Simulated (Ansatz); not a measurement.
## Ru: relaxation of cell and atoms with LDA

Ru:

```
Ru
1.0
     2.70580    0.00000    0.00000
    -1.35290    2.34329    0.00000
     0.00000    0.00000    4.28190
Ru
2
Direct
  0.66667 0.33333 0.75000
  0.33333 0.66667 0.25000
```

```yaml
Program: Ansatz 0.2.0
Task: relaxation of cell and atoms
Functional: LDA
Potentials_or_basis: all-electron LAPW, scalar-relativistic
Basis_error_allowed: 0.001 eV/atom
k_mesh: 11 × 11 × 6
Occupations: fermi-dirac, width 0.05 eV
Spin: no spin polarisation
```

The relaxed volume is 13.09 Å³/atom. The relaxed cell is a = 2.674 Å, b = 2.674 Å, c = 4.230 Å, α = 90.00°, β = 90.00°, γ = 120.00°, the space group after relaxing (to 0.05 Å) is P6_3/mmc (No. 194) and the energy gained by relaxing is 18.9 meV/atom. The ionic steps are 5 and the pressure after relaxing is 0.0 GPa.

Step by step:
| step | energy change (eV) | largest force (eV/Å) | volume (Å³) |
| --- | --- | --- | --- |
| 1 | 0.0000 | 0.0000 | 27.15 |
| 2 | -0.0375 | 0.0000 | 26.26 |
| 3 | -0.0377 | 0.0000 | 26.19 |
| 4 | -0.0377 | 0.0000 | 26.19 |
| 5 | -0.0377 | 0.0000 | 26.19 |

Final structure:
```yaml
crystal:
  lattice:
    - [2.67375, 0.00000, 0.00000]
    - [-1.33687, 2.31553, 0.00000]
    - [0.00000, 0.00000, 4.22996]
  atoms:
    - { symbol: Ru, position: [0.66667, 0.33333, 0.75000] }
    - { symbol: Ru, position: [0.33333, 0.66667, 0.25000] }
```

Run time: 70 s on 1 thread of Arm Neoverse V2, on a shared host, peak memory 0.39 GiB.

LDA usually gives volumes a few per cent too small. Zero-point motion and thermal expansion aren't in these numbers.
